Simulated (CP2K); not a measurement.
Set up this calculation in CP2K 2026.2, as the native input.

```
Task                                   : band structure
Functional                             : PBEsol
Potentials or basis                    : POTENTIAL_UZH Ta GTH-PBE-q13, S GTH-PBE-q6; TZVP-MOLOPT-PBE-GTH basis
Density cutoff                         : 6123 eV
k mesh                                 : 9 × 9 × 5
Occupations                            : fermi-dirac, width 0.0259 eV
Spin                                   : no spin polarisation
SCF solver                             : diagonalisation with k points
Quickstep method                       : GPW
EPS_DEFAULT                            : 1.0E-10
EPS_SCF                                : 1.0E-6
MAX_SCF                                : 100
SCF_GUESS                              : ATOMIC
k points reduced by the point group    : yes
Mesh centred on Gamma                  : yes
CHOLESKY                               : OFF
EPS_EIGVAL                             : 1.0E-7
MIXING METHOD                          : BROYDEN_MIXING
MIXING ALPHA                           : 0.4
NBUFFER                                : 8
NGRIDS                                 : 4
Basis sets                             : Ta TZVP-MOLOPT-PBE-GTH-q13, S TZVP-MOLOPT-PBE-GTH-q6
Potentials                             : Ta GTH-PBE-q13 of POTENTIAL_UZH, S GTH-PBE-q6 of POTENTIAL_UZH
ADDED_MOS                              : [15]
Points a segment of the path (NPOINTS) : 10
Bands added on the path                : 6
REL_CUTOFF (Ry)                        : 60 Ry
MIXING BETA (1/bohr)                   : 1.5 1/bohr
CUTOFF of the grids                    : 450 Ry
```

The system is TaS2.

```
Ta S
1.0
     3.35000    0.00000    0.00000
    -1.67500    2.90119    0.00000
     0.00000    0.00000    5.86000
Ta S
1 2
Direct
  0.00000 0.00000 0.00000
  0.66667 0.33333 0.75000
  0.33333 0.66667 0.25000
```

The input as run:

tas2_bands.inp

```
&GLOBAL
  PROJECT tas2_bands
  RUN_TYPE ENERGY_FORCE
  PRINT_LEVEL LOW
&END GLOBAL
&FORCE_EVAL
  METHOD QS
  STRESS_TENSOR ANALYTICAL
  &DFT
    BASIS_SET_FILE_NAME BASIS_MOLOPT_UZH
    POTENTIAL_FILE_NAME POTENTIAL_UZH
    &MGRID
      CUTOFF 450
      REL_CUTOFF 60
      NGRIDS 4
    &END MGRID
    &QS
      METHOD GPW
      EPS_DEFAULT 1.0E-10
    &END QS
    &KPOINTS
      SCHEME MONKHORST-PACK 9 9 5
      GAMMA_CENTERED T
      SYMMETRY T
      SYMMETRY_BACKEND SPGLIB
    &END KPOINTS
    &SCF
      SCF_GUESS ATOMIC
      EPS_SCF 1.0E-6
      MAX_SCF 100
      ADDED_MOS 15
      CHOLESKY OFF
      EPS_EIGVAL 1.0E-7
      &DIAGONALIZATION ON
        ALGORITHM STANDARD
      &END DIAGONALIZATION
      &MIXING ON
        METHOD BROYDEN_MIXING
        ALPHA 0.4
        BETA 1.5
        NBUFFER 8
      &END MIXING
      &SMEAR ON
        METHOD FERMI_DIRAC
        ELECTRONIC_TEMPERATURE [K] 300.557
      &END SMEAR
    &END SCF
    &XC
      &XC_FUNCTIONAL
        &GGA_X_PBE_SOL
        &END GGA_X_PBE_SOL
        &GGA_C_PBE_SOL
        &END GGA_C_PBE_SOL
      &END XC_FUNCTIONAL
    &END XC
    &PRINT
      &KPOINTS ON
      &END KPOINTS
      &MULLIKEN ON
      &END MULLIKEN
      &MO ON
        ENERGIES T
        OCCUPATION_NUMBERS T
        &EACH
          QS_SCF 0
        &END EACH
        ADD_LAST NUMERIC
      &END MO
      &LOWDIN ON
      &END LOWDIN
      &HIRSHFELD ON
        SHAPE_FUNCTION DENSITY
      &END HIRSHFELD
      &BAND_STRUCTURE
        FILE_NAME bands.bs
        ADDED_MOS 6
        &KPOINT_SET
          UNITS B_VECTOR
          NPOINTS 10
          SPECIAL_POINT GAMMA 0.00000000 0.00000000 0.00000000
          SPECIAL_POINT M 0.50000000 0.00000000 0.00000000
          SPECIAL_POINT K 0.33333333 0.33333333 0.00000000
          SPECIAL_POINT GAMMA 0.00000000 0.00000000 0.00000000
          SPECIAL_POINT A 0.00000000 0.00000000 0.50000000
          SPECIAL_POINT L 0.50000000 0.00000000 0.50000000
          SPECIAL_POINT H 0.33333333 0.33333333 0.50000000
          SPECIAL_POINT A 0.00000000 0.00000000 0.50000000
        &END KPOINT_SET
        &KPOINT_SET
          UNITS B_VECTOR
          NPOINTS 10
          SPECIAL_POINT L 0.50000000 0.00000000 0.50000000
          SPECIAL_POINT M 0.50000000 0.00000000 0.00000000
        &END KPOINT_SET
        &KPOINT_SET
          UNITS B_VECTOR
          NPOINTS 10
          SPECIAL_POINT K 0.33333333 0.33333333 0.00000000
          SPECIAL_POINT H 0.33333333 0.33333333 0.50000000
        &END KPOINT_SET
      &END BAND_STRUCTURE
    &END PRINT
  &END DFT
  &SUBSYS
    &CELL
      A 3.3500000000 0.0000000000 0.0000000000
      B -1.6750000000 2.9011851027 0.0000000000
      C 0.0000000000 0.0000000000 5.8600000000
      PERIODIC XYZ
    &END CELL
    &COORD
      Ta  0.0000000000 0.0000000000 0.0000000000
      S   1.6750000002 0.9670617008 4.3950000000
      S   -0.0000000002 1.9341234019 1.4650000000
    &END COORD
    &KIND Ta
      BASIS_SET TZVP-MOLOPT-PBE-GTH-q13
      POTENTIAL GTH-PBE-q13
    &END KIND
    &KIND S
      BASIS_SET TZVP-MOLOPT-PBE-GTH-q6
      POTENTIAL GTH-PBE-q6
    &END KIND
    &PRINT
      &ATOMIC_COORDINATES ON
      &END ATOMIC_COORDINATES
      &CELL ON
      &END CELL
    &END PRINT
  &END SUBSYS
  &PRINT
    &FORCES ON
    &END FORCES
    &STRESS_TENSOR ON
    &END STRESS_TENSOR
  &END PRINT
&END FORCE_EVAL
```

Potentials or basis: POTENTIAL_UZH Ta GTH-PBE-q13, S GTH-PBE-q6; TZVP-MOLOPT-PBE-GTH basis.

Launch:

```bash
$ OMP_NUM_THREADS=2 cp2k.psmp -i tas2_bands.inp -o tas2_bands.out
```

Results of the run:

- Pressure: 4.5 GPa
- Largest force: 1.018 eV/Å
- Band gap on the k mesh: none (metal or under the smearing width)
- Mulliken charges: Ta +0.02; S -0.01 e
- Hirshfeld charges: Ta +0.21; S -0.11 e

Caveat: Mulliken charges move with the basis; the potentials were made for another functional, which shifts forces and pressure; spin-orbit coupling is left out, which moves the levels of the heavy elements; this functional lacks dispersion, which binds the layers, so the pressure and a relaxed spacing across them are unreliable; the basis of atomic orbitals isn't converged, which shifts pressures, moduli and gaps.

Wall time 33 s on 2 threads of Arm Neoverse V1 (shared host), peak memory 0.35 GiB.
